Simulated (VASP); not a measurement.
# Te (P3_121) in VASP: a series of runs, part 2 of 2

VASP 6.6.1. Earlier steps stand in the parts before.

### Step 3. Relaxation of cell and atoms, PBE+D3(BJ)

This run uses another cell than the first one, of 34.20 Å³/atom, 1.008 times its volume.

INCAR reads:

```
ALGO = Normal
EDIFF = 1E-7
EDIFFG = -0.002
ENCUT = 520
GGA = PE
IBRION = 2
ISIF = 3
ISMEAR = 0
IVDW = 12
LASPH = T
LCHARG = F
LREAL = F
LWAVE = F
NELM = 80
NSW = 80
PREC = Accurate
SIGMA = 0.02
```

KPOINTS reads:

```
k-points
0
Gamma
  3 3 2
```

POSCAR reads:

```
Te                                      
1.0
    4.5059266551      0.0000000000      0.0000000000
   -2.2529633276      3.9022469525     -0.0000000000
    0.0000000000      0.0000000000      5.8353294812
  Te            
     3
Direct
     0.2659994672793723    0.0000000000000000    0.3333333300000021
     0.9999999999999986    0.2659994672793694    0.6666666699999979
     0.7340005327206292    0.7340005327206306    0.0000000000000000
```

Potentials or basis: VASP PAW PBE potentials, release 64 (Te).

On the command line:

```sh
$ cat potpaw_PBE.64/Te/POTCAR > POTCAR
$ mpirun -np 1 vasp_std > vasp.out
```

OUTCAR:

```text
EDIFF = 1E-7
   EDIFFG = -0.002
   ENCUT = 520
   GGA = PE
   IBRION = 2
   ISIF = 3
   ISMEAR = 0
   IVDW = 12
   LASPH = T
   LREAL = F
   NELM = 80
   NSW = 80
   PREC = Accurate
 IVDW          = 12

 ion  position               nearest neighbor table
   1  0.266  0.000  0.333-   3 2.84   2 2.84   3 3.49   3 3.49   2 3.49   2 3.49
   2  0.000  0.266  0.667-   3 2.84   1 2.84   3 3.49   3 3.49   1 3.49   1 3.49
   3  0.734  0.734  0.000-   1 2.84   2 2.84   1 3.49   2 3.49   2 3.49   1 3.49

  LATTYP: Found a hexagonal cell.
 ALAT       =     4.5059266551
 C/A-ratio  =     1.2950342799

  Lattice vectors:

 A1 = (   4.5059266551,   0.0000000000,   0.0000000000)
 A2 = (  -2.2529633276,   3.9022469525,   0.0000000000)
 A3 = (   0.0000000000,   0.0000000000,   5.8353294812)

Analysis of symmetry for initial positions (statically):
=====================================================================
 Subroutine PRICEL returns:
 Original cell was already a primitive cell.

 Routine SETGRP: Setting up the symmetry group for a
 hexagonal supercell.

 Subroutine GETGRP returns: Found  6 space group operations
 (whereof  2 operations were pure point group operations)
 out of a pool of 24 trial point group operations.

The static configuration has the point symmetry C_2 .
 The point group associated with its full space group is D_3 .

Analysis of symmetry for dynamics (positions and initial velocities):
=====================================================================
 Subroutine PRICEL returns:
 Original cell was already a primitive cell.

 Routine SETGRP: Setting up the symmetry group for a
 hexagonal supercell.

 Subroutine GETGRP returns: Found  6 space group operations
 (whereof  2 operations were pure point group operations)
 out of a pool of 24 trial point group operations.

The dynamic configuration has the point symmetry C_2 .
 The point group associated with its full space group is D_3 .

 Subroutine INISYM returns: Found  6 space group operations
 (whereof  2 operations are pure point group operations),
 and found     1 'primitive' translations

----------------------------------------------------------------------------------------

                                     Primitive cell

  volume of cell :     102.6040

  direct lattice vectors                    reciprocal lattice vectors
     4.505926655  0.000000000  0.000000000     0.221929933  0.128131306  0.000000000
    -2.252963328  3.902246953  0.000000000     0.000000000  0.256262613  0.000000000
     0.000000000  0.000000000  5.835329481     0.000000000  0.000000000  0.171369929

  length of vectors
     4.505926655  4.505926657  5.835329481     0.256262613  0.256262613  0.171369929

  position of ions in fractional coordinates (direct lattice)
     0.265999467  0.000000000  0.333333330
     0.000000000  0.265999467  0.666666670
     0.734000533  0.734000533  0.000000000

  ion indices of the primitive-cell ions
   primitive index   ion index
                 1           1
                 2           2
                 3           3

----------------------------------------------------------------------------------------

 KPOINTS: k-points

[... 33 lines left out ...]
   dimension x,y,z NGX =    36 NGY =   36 NGZ =   48
   dimension x,y,z NGXF=    72 NGYF=   72 NGZF=   96
   ions per type =               3
   NGX,Y,Z   is equivalent  to a cutoff of  13.28, 13.28, 13.67 a.u.
   NGXF,Y,Z  is equivalent  to a cutoff of  26.56, 26.56, 27.35 a.u.
 SYSTEM =  unknown system
   PREC   = accura    normal or accurate (medium, high low for compatibility)
   ISTART =      0    job   : 0-new  1-cont  2-samecut
   ICHARG =      2    charge: 1-file 2-atom 10-const
   ISPIN  =      1    spin polarized calculation?
   LNONCOLLINEAR =      F non collinear calculations
   LSORBIT =      F    spin-orbit coupling
   LASPH  =      T    aspherical Exc in radial PAW
   ENCUT  =  520.0 eV  38.22 Ry    6.18 a.u.   8.38  8.38 10.85*2*pi/ulx,y,z
   NELM   =     80;   NELMIN=  2; NELMDL= -5     # of ELM steps
   EDIFF  = 0.1E-06   stopping-criterion for ELM
   LREAL  =      F    real-space projection
   EDIFFG = -.2E-02   stopping-criterion for IOM
   NSW    =     80    number of steps for IOM
   IBRION =      2    ionic relax: 0-MD 1-quasi-New 2-CG
   NFREE  =      1    steps in history (QN), initial steepest desc. (CG)
   ISIF   =      3    stress and relaxation
   ISYM   =      2    0-nonsym 1-usesym 2-fastsym
   POTIM  = 0.5000    time-step for ionic-motion
   TEBEG  =    0.0;   TEEND  =   0.0 temperature during run
   PSTRESS=    0.0 pullay stress
   NELECT =      18.0000    total number of electrons
   NUPDOWN=      -1.0000    fix difference up-down
   EMIN   =  10.00;   EMAX   =-10.00  energy-range for DOS
   EFERMI =   0.00;   METHOD = LEGACY
   ISMEAR =     0;   SIGMA  =   0.02  broadening in eV -4-tet -1-fermi 0-gaus
   EFERMI_NEDOS =   21; number of points for ismear=-14 and -15
   IALGO  =     38    algorithm
   IMIX   =      4    mixing-type and parameters
     AMIX     =   0.40;   BMIX     =  1.00
     AMIX_MAG =   1.60;   BMIX_MAG =  1.00
  volume/ion in A,a.u.               =      34.20       230.80
  Fermi-wavevector in a.u.,A,eV,Ry     =   0.916455  1.731848 11.427382  0.839889
  Thomas-Fermi vector in A             =   2.041312
   LORBIT       =      0    0 simple, 1 ext, 2 COOP (PROOUT), +10 PAW based schemes
   GGA     = PE    functional components
   LHFCALC =     F    Hartree Fock is set to
   AEXX    =    0.0000 exact exchange contribution
   IVDW    =    12    specifies the selected vdW correction
   LEPSILON=     F    determine dielectric tensor
   LRPA    =     F    only Hartree local field effects (RPA)
 conjugate gradient relaxation of ions
 non-spin polarized calculation
 Gauss-broadening in eV      SIGMA  =   0.02
  energy-cutoff  :      520.00
  volume of cell :      102.60
 maximum number of plane-waves:      2794
 NGX is ok and might be reduce to    36
   NGX = 17   NGY = 17   NGZ = 21

 number of electron      18.0000000 magnetization

 Free energy of the ion-electron system (eV)
  ---------------------------------------------------
  ext. energy  EPLUGINS =         0.00000000
  ---------------------------------------------------
  free energy    TOTEN  =        -9.25008655 eV

  energy without entropy =       -9.25008655  energy(sigma->0) =       -9.25008655

 E-fermi :   6.0261     XC(G=0):  -9.0154

 val. band max:        5.8841917132   @ k =   0.3333   0.3333   0.5000
 cond. band min:       6.1789853271   @ k =   0.3333   0.3333   0.5000
 fundamental gap:      0.2947936139
 Fermi energy:         6.0260648782

 k-point     1 :       0.0000    0.0000    0.0000
  band No.  band energies     occupation
      1      -7.7509      2.00000
      2      -4.3910      2.00000
      3      -4.3910      2.00000
      4       2.6806      2.00000
      5       3.0333      2.00000
      6       3.0333      2.00000
      7       4.1456      2.00000
      8       4.1456      2.00000
      9       5.0315      2.00000
     10       6.9138      0.00000
     11       6.9138      0.00000
     12       7.3964      0.00000
     13      10.8555      0.00000
[... 66 lines left out ...]
  band No.  band energies     occupation
      1      -5.9788      2.00000
      2      -5.9788      2.00000
      3      -4.1470      2.00000
      4       0.7067      2.00000
      5       0.8833      2.00000
      6       0.8833      2.00000
      7       4.9437      2.00000
      8       5.8842      2.00000
      9       5.8842      2.00000
     10       6.1790      0.00000
     11       7.3162      0.00000
     12       7.3162      0.00000
     13      11.6681      0.00000

------------------------ aborting loop because EDIFF is reached ----------------------------------------

 Edisp (eV)   -1.27919

 E8    (eV) :    -0.5872

  FORCE on cell =-STRESS in cart. coord.  units (eV):
  Direction    XX          YY          ZZ          XY          YZ          ZX
  --------------------------------------------------------------------------------------
  -------------------------------------------------------------------------------------
  Total       0.00532     0.00532    -0.00207    -0.00000    -0.00000    -0.00000
  in kB       0.08310     0.08310    -0.03229    -0.00000    -0.00000    -0.00000
  external pressure =        0.04 kB  Pullay stress =        0.00 kB

 VOLUME and BASIS-vectors are now :
 -----------------------------------------------------------------------------
  energy-cutoff  :      520.00
  volume of cell :      102.60
      direct lattice vectors                 reciprocal lattice vectors
     4.505926655  0.000000000  0.000000000     0.221929933  0.128131306  0.000000000
    -2.252963328  3.902246953  0.000000000     0.000000000  0.256262613  0.000000000
     0.000000000  0.000000000  5.835329481     0.000000000  0.000000000  0.171369929

 POSITION                                       TOTAL-FORCE (eV/Angst)
 -----------------------------------------------------------------------------------
      1.19857      0.00000      1.94511        -0.000654     -0.000000      0.000000
     -0.59929      1.03800      3.89022         0.000327     -0.000567     -0.000000
      1.65368      2.86425      0.00000         0.000327      0.000567     -0.000000
 -----------------------------------------------------------------------------------
    total drift:                                0.000003     -0.000004      0.000000

  FREE ENERGIE OF THE ION-ELECTRON SYSTEM (eV)
  ---------------------------------------------------
  free  energy   TOTEN  =       -10.5292719030 eV

  energy  without entropy=      -10.5292719030  energy(sigma->0) =      -10.52927190

 reached required accuracy - stopping structural energy minimisation
```

Run time: 6.9 s. Hardware: 1 thread of Intel Xeon 6975P-C (Granite Rapids), shared host; peak memory 0.23 GiB.

What came out:

```yaml
Free_energy: -10.5293 eV
Pressure_after_relaxing: 0.0 GPa
Band_gap_on_the_k_mesh: 0.29 eV, direct
Dispersion_energy_per_atom: -0.426 eV
```

Final structure:
```
Te
1.0
     4.50593    0.00000    0.00000
    -2.25296    3.90225    0.00000
     0.00000    0.00000    5.83533
Te
3
Direct
  0.26600 0.00000 0.33333
  0.00000 0.26600 0.66667
  0.73400 0.73400 0.00000
```

Caveat: the k mesh is coarse (spacing up to 0.54 Å⁻¹), so the values aren't converged; the relaxation stopped at its first step, so nothing moved; spin-orbit coupling is left out, which moves the levels of the heavy elements; an odd mesh through Γ misses points on the zone boundary, where band edges often lie.
